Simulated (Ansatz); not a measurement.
A run of Ansatz 0.2.0 is set up as follows.

input.yaml

```yaml
crystal:
  lattice:
    - [4.6587223272, 0.0, 0.0]
    - [-2.3293611636, 4.0345718845, 0.0]
    - [0.0, 0.0, 2.82624427]
  atoms:
    - { symbol: Ti, position: [0.6666666667, 0.3333333333, 0.5] }
    - { symbol: Ti, position: [0.3333333333, 0.6666666667, 0.5] }
    - { symbol: Ti, position: [0.0, 0.0, 0.0] }
hamiltonian:
  xc: pbe
  pseudopotentials: { kind: paw }
kpoints:
  mp_grid: { grid: [7, 7, 9] }
scf:
  occupations: { method: fermi_dirac, width: 0.05 }
output:
  forces: true
  stress: true
  eigenvalues: true
  write_density: true
  write_potential: true
  elf: true
  volumetric_format: npy
relax:
  f_tol: 0.01
  max_steps: 40
```

Potentials or basis: Ansatz PAW.

Run with:

```sh
$ ansatz run input.yaml --threads 2 --pin off --max-ram 5632MiB --backend cpu --events-out ev --progress --plain --runs-dir out
```

Q: Predict the band gap on the k mesh.

A: None (metal or under the smearing width).

Final structure:
```xyz
3
Lattice="4.6587 0.0000 0.0000 -2.3294 4.0346 0.0000 0.0000 0.0000 2.8262" Properties=species:S:1:pos:R:3 pbc="T T T"
Ti    2.3294    1.3449    1.4131
Ti    0.0000    2.6897    1.4131
Ti    0.0000    0.0000    0.0000
```

Caveat: the relaxation stopped at its first step, so nothing moved.
